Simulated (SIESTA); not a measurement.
**La under changes of volume**

One of the cells (37.701 Å³/atom); the others are scaled copies at fixed shape and fractional positions:

```xyz
2
Lattice="3.7748 0.0000 0.0000 -1.8874 3.2691 0.0000 0.0000 0.0000 6.1102" Properties=species:S:1:pos:R:3 pbc="T T T"
La    1.8874    1.0897    4.5826
La    0.0000    2.1794    1.5275
```

This isn't the form of La at room conditions, which is double hcp.

```yaml
Program: SIESTA 5.4.2
Functional: PBE
Potentials_or_basis: PseudoDojo 0.4 standard (PBE files)
Basis: DZP (energy shift 0.003 Ry; two zetas on semicore shells)
Grid_cutoff: 800 Ry
Energy_shift: 0.003 Ry
k_mesh: 8 × 8 × 5
Occupations: fermi-dirac, width 0.05 eV
Spin: no spin polarisation
```

```tsv
volume (Å³/atom)	energy over the lowest point (meV/atom)	pressure (GPa)
34.744	88.22	5.7
35.483	64.07	4.8
36.222	43.95	3.9
37.701	?	?
38.440	6.02	1.6
39.179	0.00	1.0
```

Problem. What does the run at 37.701 Å³/atom give?

Solution. Energy over the lowest point 15.22 meV/atom; pressure 2.4 GPa.

Worked out: A Birch-Murnaghan fit of order 3 (a polynomial in V^(-2/3)) to the other rows has no minimum within the range. It gives 15.19 meV/atom at 37.701 Å³/atom, against the run's 15.22, and -dE/dV = 2.3 GPa, against 2.4.

Energies are extrapolated to zero smearing.

Caveats: the basis of atomic orbitals isn't converged, which shifts pressures, moduli and gaps.
